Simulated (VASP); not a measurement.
Input of a VASP 6.6.1 run:

INCAR

```
SYSTEM = CuI2
ALGO = Normal ; EDIFF = 1E-6
ENCUT = 520 ; GGA = CA
ISIF = 2 ; ISMEAR = 0
ISPIN = 2 ; LASPH = .TRUE.
LCHARG = .FALSE. ; LMAXMIX = 4
LORBIT = 11 ; LREAL = .FALSE.
LWAVE = .FALSE. ; MAGMOM = 0 0 0
NELM = 80 ; PREC = Accurate
SIGMA = 0.05
```

Contents of KPOINTS:

```
k-points
0
G
  5 5 5
  0 0 0
```

POSCAR

```
CuI2
1.0
    0.0000000000      3.5112550600      3.5112550600
    3.5112550600      0.0000000000      3.5112550600
    3.5112550600      3.5112550600      0.0000000000
Cu I
1 2
Direct
    0.0000000000      0.0000000000      0.0000000000
    0.2500000000      0.2500000000      0.2500000000
    0.7500000000      0.7500000000      0.7500000000
```

Potentials or basis: VASP PAW LDA potentials, release 64 (Cu, I).

The run is started by

```bash
$ cat potpaw_LDA.64/Cu/POTCAR potpaw_LDA.64/I/POTCAR > POTCAR
$ mpirun -np 1 vasp_std > vasp.out
```

(1) Estimate the net moment.

(2) What does it give for the pressure?

(3) What does it give for the band gap on the k mesh?

Answers

(1) 0.00 μB per cell.

(2) -2.0 GPa.

(3) none (metal or under the smearing width).

Caveat: semilocal functionals often make such compounds metallic where correlation or magnetic order opens a gap, which also shifts bond lengths.
